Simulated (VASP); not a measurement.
Here is a VASP 6.6.1 calculation.

INCAR

```
SYSTEM = SnSe
  ALGO = Normal
  EDIFF = 1E-6
  EDIFFG = -0.01
  ENCUT = 600
  GGA = PE
  IBRION = 2
  ISIF = 3
  ISMEAR = 0
  LASPH = .True.
  LCHARG = .False.
  LREAL = .False.
  LWAVE = .False.
  NELM = 80
  NSW = 90
  PREC = Accurate
  SIGMA = 0.03
```

KPOINTS

```
k-points
0
Gamma
  8 8 8
  0 0 0
```

File POSCAR:

```
SnSe
1.0
    3.1821000000      0.0000000000      0.0000000000
    0.0000000000      3.1821000000      0.0000000000
    0.0000000000      0.0000000000      3.1821000000
Sn Se
1 1
Direct
    0.5000000000      0.5000000000      0.5000000000
    0.0000000000      0.0000000000      0.0000000000
```

Potentials or basis: VASP PAW PBE potentials, release 64 (Sn_d, Se).

Command:

```bash
$ cat potpaw_PBE.64/Sn_d/POTCAR potpaw_PBE.64/Se/POTCAR > POTCAR
$ mpirun -np 1 vasp_std > vasp.out
```

Q: Predict the space group after relaxing (to 0.05 Å).

A: Pm-3m (No. 221).

Q: What does it give for the relaxed volume?

A: 25.03 Å³/atom.

Q: Predict the relaxed cell.

A: a = 3.686 Å, b = 3.686 Å, c = 3.686 Å, α = 90.00°, β = 90.00°, γ = 90.00°.

Q: Estimate the band gap on the k mesh.

A: None (metal or under the smearing width).

The path:
```csv
step,energy change (eV),largest force (eV/Å),pressure (GPa),volume (Å³)
1,0.0000,0.0000,58.14,32.22
2,-1.5232,0.0000,-8.13,67.90
3,-2.1142,0.0000,0.74,49.44
4,-2.1152,0.0000,-0.41,50.48
5,-2.1157,0.0000,0.01,50.06
```

Caveat: the volume moved by over 15 % at a fixed basis, so the end points are rough.
